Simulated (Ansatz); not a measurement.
We consider α-phase Li3N, described by Hartree–Fock in Ansatz (PAW).

The run printed, among other lines:

```
WARN output.stress: scf.exx.energy_threshold = 1e-6 eV is looser than the 4e-8 eV advised for a stress under a hybrid functional (1e-8 eV for each atom of the …
Crystal: 4 atoms, lattice volume = 43.558 Å³
Basis set: ecut = 460 eV, 985 PW (Γ), exchange–correlation on 54×54×60 points (8 copies of the dense FFT grid, shifted against one another)
Bands: 11, of which v1, the nominal top of the filled ones, is band 7 counted from 1 (6 counted from 0)
Symmetry: 24 space group operations
Space group: P6/mmm (ITA 191), of the structure as read, at distance tolerance 3.5e-5 Å
k-points: 60 of 648
Functional: x = pbe(κ = 0.804, μ = 0.2195149727645171), c = none, warm-up for x = 0 pbe(κ = 0.804, μ = 0.2195149727645171) + 1 exact, c = none
SCF iter   1: F=—  HF=-986.822553 eV  |F-HF|=—  |Δ(HF+E_count)|=         —  Δρ=5.92e-3  dr2=1.97e-2
SCF iter   2: F=—  HF=-986.819613 eV  |F-HF|=—  |Δ(HF+E_count)|=   2.94e-3  Δρ=1.32e-3  dr2=1.06e-3
  ...
Crystal: 4 atoms, lattice volume = 43.558 Å³
Initial density: handed on by an earlier stage of this run
Functional: x = 0 pbe(κ = 0.804, μ = 0.2195149727645171) + 1 exact, c = none
Crystal: 4 atoms, lattice volume = 43.558 Å³
Crystal: 4 atoms, lattice volume = 43.558 Å³
SCF iter   6: F=—  HF=-987.844543 eV  |F-HF|=—  |Δ(HF+E_count)|=   2.27e-9  Δρ=1.29e-6  dr2=6.58e-10
SCF iter   7: F=-987.844543 eV  HF=-987.844543 eV  |F-HF|=1.64e-11  |Δ(HF+E_count)|=  7.89e-11  Δρ=2.21e-7  dr2=1.75e-11
SCF 4 converged in 7 iterations: F = -987.844543 eV  dr2 = 1.75e-11
Free energy (F): -987.844543 eV
Internal energy: -987.844543 eV  (E = F + TS)
E sigma→0 (E₀):  -987.844543 eV
Fermi energy:    3.115523 eV
--- Forces (eV/Å), atoms counted from 1 ---
  atom   1  Li    -0.00000000     0.00000000     0.00000000
  atom   2  Li    -0.00000000    -0.00000000     0.00000000
  atom   3  Li    -0.00000000     0.00000000     0.00000000
  atom   4  N      0.00000000     0.00000000     0.00000000
--- Stress (GPa, compression-positive) ---
       -0.006514      -0.000000       0.000000
        0.000000      -0.006514       0.000000
        0.000000       0.000000       0.014146
  P = ⅓ Tr σ = 0.0004 GPa (0.004 kbar)
```

Task: Write an input file that could have produced this run (the log leaves some choices open).

Result: This is not unique; one that fits is 
Ansatz 0.2 input:
```yaml
crystal:
  lattice:
    - [1.8034933562, -3.123742124, 0.0]
    - [1.8034933562, 3.123742124, 0.0]
    - [0.0, 0.0, 3.8658849629]
  atoms:
    - { symbol: Li, position: [0.3333333333, 0.6666666667, 0.0] }
    - { symbol: Li, position: [0.6666666667, 0.3333333333, 0.0] }
    - { symbol: Li, position: [0.0, 0.0, 0.5] }
    - { symbol: N, position: [0.0, 0.0, 0.0] }
basis:
  ecutwfc: 460
  ecutrho_ratio: 4
  xc_grid: 2
kpoints:
  mp_grid: { grid: [9, 9, 8] }
hamiltonian:
  xc: hf
  dispersion: none
  pseudopotentials: { kind: paw }
scf:
  occupations: { method: fermi_dirac, width: 0.01 }
  convergence: { dr2_threshold: 0.0000000004 }
output:
  forces: true
  stress: true
  eigenvalues: true
```

The PAW data were made under PBE.

Ansatz is an electronic-structure program.
